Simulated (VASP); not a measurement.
# WC (P-6m2) in VASP: single point with PBE

Aim: the single point of WC with PBE.

All numbers are computed with VASP 6.6.1; they aren't measurements. Logs are shortened: lines on timing, memory, paths and dates and some standing lists are left out, and cuts for length are marked.

## Step 1: Starting point

The structure is hexagonal, space group P-6m2 (No. 187). The conventional cell has a = 2.924 Å, b = 2.924 Å, c = 2.850 Å, α = 90.00°, β = 90.00°, γ = 120.00°. Around W (site symmetry -6m2) lie 6 C at 2.21 Å. C (site symmetry -6m2) is surrounded by 6 W at 2.21 Å.

## Step 2: Single point, PBE

Contents of INCAR:

```
SYSTEM = WC
ALGO = Normal
EDIFF = 1E-6
ENCUT = 520
GGA = PE
ICORELEVEL = 1
ISIF = 2
ISMEAR = 1
LASPH = .True.
LCHARG = .False.
LREAL = .False.
LWAVE = .False.
NELM = 80
PREC = Accurate
SIGMA = 0.1
```

Contents of KPOINTS:

```
k-points
0
Gamma
  15 15 19
  0 0 0
```

Contents of POSCAR:

```
WC
1.0
    2.9239169000      0.0000000000      0.0000000000
   -1.4619590500      2.5321860800      0.0000000000
    0.0000000000      0.0000000000      2.8495700000
W C
1 1
Direct
    0.0000000000      0.0000000000      0.0000000000
    0.6666670000      0.3333340000      0.5000000000
```

Potentials or basis: VASP PAW PBE potentials, release 64 (W_sv, C).

Command:

```sh
$ cat potpaw_PBE.64/W_sv/POTCAR potpaw_PBE.64/C/POTCAR > POTCAR
$ mpirun -np 1 vasp_std > vasp.out
```

OUTCAR:

```text
SYSTEM = WC
   EDIFF = 1E-6
   ENCUT = 520
   GGA = PE
   ISIF = 2
   ISMEAR = 1
   LASPH = .True.
   LREAL = .False.
   NELM = 80
   PREC = Accurate

 ion  position               nearest neighbor table
   1  0.000  0.000  0.000-   2 2.21   2 2.21   2 2.21   2 2.21   2 2.21   2 2.21
   2  0.667  0.333  0.500-   1 2.21   1 2.21   1 2.21   1 2.21   1 2.21   1 2.21

  LATTYP: Found a hexagonal cell.
 ALAT       =     2.9239169000
 C/A-ratio  =     0.9745728410

  Lattice vectors:

 A1 = (   2.9239169000,   0.0000000000,   0.0000000000)
 A2 = (  -1.4619590500,   2.5321860800,   0.0000000000)
 A3 = (   0.0000000000,   0.0000000000,   2.8495700000)

Analysis of symmetry for initial positions (statically):
=====================================================================
 Subroutine PRICEL returns:
 Original cell was already a primitive cell.

 Routine SETGRP: Setting up the symmetry group for a
 hexagonal supercell.

 Subroutine GETGRP returns: Found 12 space group operations
 (whereof 12 operations were pure point group operations)
 out of a pool of 24 trial point group operations.

The static configuration has the point symmetry D_3h.

Analysis of symmetry for dynamics (positions and initial velocities):
=====================================================================
 Subroutine PRICEL returns:
 Original cell was already a primitive cell.

 Routine SETGRP: Setting up the symmetry group for a
 hexagonal supercell.

 Subroutine GETGRP returns: Found 12 space group operations
 (whereof 12 operations were pure point group operations)
 out of a pool of 24 trial point group operations.

The dynamic configuration has the point symmetry D_3h.

 Subroutine INISYM returns: Found 12 space group operations
 (whereof 12 operations are pure point group operations),
 and found     1 'primitive' translations

----------------------------------------------------------------------------------------

                                     Primitive cell

  volume of cell :      21.0979

  direct lattice vectors                    reciprocal lattice vectors
     2.923916900  0.000000000  0.000000000     0.342006984  0.197457923  0.000000000
    -1.461959050  2.532186080  0.000000000     0.000000000  0.394915685  0.000000000
     0.000000000  0.000000000  2.849570000     0.000000000  0.000000000  0.350930140

  length of vectors
     2.923916900  2.923916997  2.849570000     0.394915698  0.394915685  0.350930140

  position of ions in fractional coordinates (direct lattice)
     0.000000000  0.000000000  0.000000000
     0.666667000  0.333334000  0.500000000

  ion indices of the primitive-cell ions
   primitive index   ion index
                 1           1
                 2           2

----------------------------------------------------------------------------------------

 KPOINTS: k-points

Automatic generation of k-mesh.
 Grid dimensions read from file:
 generate k-points for:   15   15   19

 Generating k-lattice:

  Cartesian coordinates                     Fractional coordinates (reciprocal lattice)
     0.022800466  0.013163862  0.000000000     0.066666667 -0.000000000  0.000000000
     0.000000000  0.026327712  0.000000000     0.000000000  0.066666667  0.000000000
     0.000000000  0.000000000  0.018470007     0.000000000  0.000000000  0.052631579

  Length of vectors
     0.026327713  0.026327712  0.018470007

  Shift w.r.t. Gamma in fractional coordinates (k-lattice)
     0.000000000  0.000000000  0.000000000

 Subroutine IBZKPT returns following result:
 ===========================================

 Found    270 irreducible k-points:

 Following reciprocal coordinates:
            Coordinates               Weight
  0.000000  0.000000  0.000000      1.000000
  0.066667 -0.000000  0.000000      6.000000
  0.133333 -0.000000  0.000000      6.000000
  0.200000  0.000000  0.000000      6.000000
  0.266667 -0.000000  0.000000      6.000000
  0.333333  0.000000  0.000000      6.000000
[... 16 lines left out ...]
  0.333333  0.200000  0.000000     12.000000
  0.400000  0.200000  0.000000      6.000000
 [... further k-points ...]
   k-points           NKPTS =    270   k-points in BZ     NKDIM =    270   number of bands    NBANDS=     13
   number of dos      NEDOS =    301   number of ions     NIONS =      2
   total plane-waves  NPLWV =  13824
   dimension x,y,z NGX =    24 NGY =   24 NGZ =   24
   dimension x,y,z NGXF=    48 NGYF=   48 NGZF=   48
   ions per type =               1   1
   NGX,Y,Z   is equivalent  to a cutoff of  13.65, 13.65, 14.00 a.u.
   NGXF,Y,Z  is equivalent  to a cutoff of  27.29, 27.29, 28.00 a.u.
 SYSTEM =  WC
   PREC   = accura    normal or accurate (medium, high low for compatibility)
   ISTART =      0    job   : 0-new  1-cont  2-samecut
   ICHARG =      2    charge: 1-file 2-atom 10-const
   ISPIN  =      1    spin polarized calculation?
   LNONCOLLINEAR =      F non collinear calculations
   LSORBIT =      F    spin-orbit coupling
   LASPH  =      T    aspherical Exc in radial PAW
   ENCUT  =  520.0 eV  38.22 Ry    6.18 a.u.   5.44  5.44  5.30*2*pi/ulx,y,z
   NELM   =     80;   NELMIN=  2; NELMDL= -5     # of ELM steps
   EDIFF  = 0.1E-05   stopping-criterion for ELM
   LREAL  =      F    real-space projection
   EDIFFG = 0.1E-04   stopping-criterion for IOM
   NSW    =      0    number of steps for IOM
   IBRION =     -1    ionic relax: 0-MD 1-quasi-New 2-CG
   NFREE  =      0    steps in history (QN), initial steepest desc. (CG)
   ISIF   =      2    stress and relaxation
   ISYM   =      2    0-nonsym 1-usesym 2-fastsym
   POTIM  = 0.5000    time-step for ionic-motion
   TEBEG  =    0.0;   TEEND  =   0.0 temperature during run
   PSTRESS=    0.0 pullay stress
   NELECT =      18.0000    total number of electrons
   NUPDOWN=      -1.0000    fix difference up-down
   EMIN   =  10.00;   EMAX   =-10.00  energy-range for DOS
   EFERMI =   0.00;   METHOD = LEGACY
   ISMEAR =     1;   SIGMA  =   0.10  broadening in eV -4-tet -1-fermi 0-gaus
   EFERMI_NEDOS =   21; number of points for ismear=-14 and -15
   IALGO  =     38    algorithm
   IMIX   =      4    mixing-type and parameters
     AMIX     =   0.40;   BMIX     =  1.00
     AMIX_MAG =   1.60;   BMIX_MAG =  1.00
  volume/ion in A,a.u.               =      10.55        71.19
  Fermi-wavevector in a.u.,A,eV,Ry     =   1.552693  2.934165 32.801693  2.410856
  Thomas-Fermi vector in A             =   2.657032
   LORBIT       =      0    0 simple, 1 ext, 2 COOP (PROOUT), +10 PAW based schemes
   GGA     = PE    functional components
   LHFCALC =     F    Hartree Fock is set to
   AEXX    =    0.0000 exact exchange contribution
   IVDW    =     0    specifies the selected vdW correction
   LEPSILON=     F    determine dielectric tensor
   LRPA    =     F    only Hartree local field effects (RPA)
 non-spin polarized calculation
 Methfessel and Paxton  Order N= 1 SIGMA  =   0.10
  energy-cutoff  :      520.00
  volume of cell :       21.10
 maximum number of plane-waves:       599
 NGX is ok and might be reduce to    24
   NGX = 11   NGY = 11   NGZ = 11

 number of electron      18.0000000 magnetization

 Free energy of the ion-electron system (eV)
  ---------------------------------------------------
  ext. energy  EPLUGINS =         0.00000000
  ---------------------------------------------------
  free energy    TOTEN  =       -22.44893411 eV

  energy without entropy =      -22.44876189  energy(sigma->0) =      -22.44887671

 the core state eigenenergies are
   1-  1s -69452.1248  2s -11972.7133  2p -10466.3166  3s  -2745.3265  3p  -2299.4396
       3d  -1787.4007  4s   -553.7970  4p   -407.5860  4d   -222.4705  4f    -17.3792

   2-  1s   -254.4709

 E-fermi :  10.8354     XC(G=0): -13.7075

 val. band max:       10.8226854171   @ k =   0.3333   0.2667   0.0526
 cond. band min:      10.8472372053   @ k =   0.4667   0.0667   0.4211
 fundamental gap:      0.0245517883
 Fermi energy:        10.8354444250

 k-point     1 :       0.0000    0.0000    0.0000
  band No.  band energies     occupation
      1     -63.1934      2.00000
      2     -27.1705      2.00000
      3     -27.0800      2.00000
      4     -27.0800      2.00000
      5      -3.4794      2.00000
      6       6.6274      2.00000
      7       7.5708      2.00000
      8       7.5708      2.00000
      9      10.9428     -0.06231
     10      14.0059      0.00000
     11      14.0059      0.00000
     12      16.3823      0.00000
     13      16.3823      0.00000

 k-point     2 :       0.0667   -0.0000    0.0000
  band No.  band energies     occupation
      1     -63.1911      2.00000
      2     -27.1661      2.00000
      3     -27.1147      2.00000
      4     -27.0879      2.00000
      5      -3.3649      2.00000
      6       6.6646      2.00000
      7       7.4070      2.00000
      8       7.6775      2.00000
      9      10.5927      2.00318
     10      13.9649      0.00000
     11      14.3953      0.00000
     12      16.1368      0.00000
     13      16.3003      0.00000

 k-point     3 :       0.1333   -0.0000    0.0000
  band No.  band energies     occupation
      1     -63.1845      2.00000
      2     -27.2120      2.00000
      3     -27.1535      2.00000
      4     -27.1101      2.00000
      5      -3.0342      2.00000
      6       6.5107      2.00000
      7       7.2578      2.00000
      8       7.9858      2.00000
      9       9.8685      2.00000
     10      13.8509      0.00000
     11      15.2162      0.00000
     12      15.5393      0.00000
     13      16.0851      0.00000
[... 209 lines left out ...]
 k-point    17 :       0.2000    0.1333    0.0000
  band No.  band energies     occupation
      1     -63.1596      2.00000
      2     -27.5376      2.00000
      3     -27.2281      2.00000
      4     -27.1054      2.00000
      5      -1.6226      2.00000
      6       5.1045      2.00000
      7       7.8172      2.00000
      8       8.2747      2.00000
      9       9.0430      2.00000
     10      13.1036      0.00000
     11      14.0590      0.00000
     12      15.6400      0.00000
     13      17.3852      0.00000

 k-point    18 :       0.2667    0.1333    0.0000
  band No.  band energies     occupation
      1     -63.1499      2.00000
      2     -27.6558      2.00000
      3     -27.2779      2.00000
      4     -27.0866      2.00000
      5      -0.9676      2.00000
      6       4.6178      2.00000
      7       7.7164      2.00000
      8       7.8462      2.00000
      9       9.6009      2.00000
     10      12.8007     -0.00000
     11      13.8183      0.00000
     12      15.6923      0.00000
     13      17.9738      0.00000

------------------------ aborting loop because EDIFF is reached ----------------------------------------

  FORCE on cell =-STRESS in cart. coord.  units (eV):
  Direction    XX          YY          ZZ          XY          YZ          ZX
  --------------------------------------------------------------------------------------
  -------------------------------------------------------------------------------------
  Total        0.0236093      0.0236093     -0.0093738     -0.0000000      0.0000000     -0.0000000
  in kB        1.7928874      1.7928871     -0.7118489     -0.0000004      0.0000000     -0.0000000
  external PRESSURE =       0.9579752 kB  Pullay stress =       0.0000000 kB

 VOLUME and BASIS-vectors are now :
 -----------------------------------------------------------------------------
  energy-cutoff  :      520.00
  volume of cell :       21.10
      direct lattice vectors                 reciprocal lattice vectors
     2.923916900  0.000000000  0.000000000     0.342006984  0.197457923  0.000000000
    -1.461959050  2.532186080  0.000000000     0.000000000  0.394915685  0.000000000
     0.000000000  0.000000000  2.849570000     0.000000000  0.000000000  0.350930140

 POSITION                                       TOTAL-FORCE (eV/Angst)
 -----------------------------------------------------------------------------------
      0.00000      0.00000      0.00000        -0.000000      0.000000      0.000000
      1.46196      0.84406      1.42478         0.000000     -0.000000      0.000000
 -----------------------------------------------------------------------------------
    total drift:                                0.000002     -0.000389     -0.000000

  FREE ENERGIE OF THE ION-ELECTRON SYSTEM (eV)
  ---------------------------------------------------
  free  energy   TOTEN  =       -22.4489341137 eV

  energy  without entropy=      -22.4487618908  energy(sigma->0) =      -22.44887671
```

It took 21 s on 1 thread of Intel Xeon 6975P-C (Granite Rapids), shared host; peak memory 0.2 GiB.

Results:

```
Free energy            : -22.4489 eV
Pressure               : 0.1 GPa
Band gap on the k mesh : none (metal or under the smearing width)
```

Stress tensor (GPa, compression positive):
```
 0.18  0.00  0.00
 0.00  0.18  0.00
 0.00  0.00 -0.07
```

Levels at points of the mesh, in eV from the Fermi level:
```csv
k point,band 6,band 7,band 8,band 9,band 10,band 11,band 12,band 13
"(0.00, 0.00, 0.00)",-4.21,-3.26,-3.26,0.11,3.17,3.17,5.55,5.55
```

Core levels (eV, on the scale of the bands):
| atom | levels |
| --- | --- |
| 1 W | 1s -69452.1, 2s -11972.7, 2p -10466.3, 3s -2745.3, 3p -2299.4, 3d -1787.4, 4s -553.8, 4p -407.6, 4d -222.5, 4f -17.4 |
| 2 C | 1s -254.5 |

Spin-orbit coupling is left out, which matters for the levels of W.
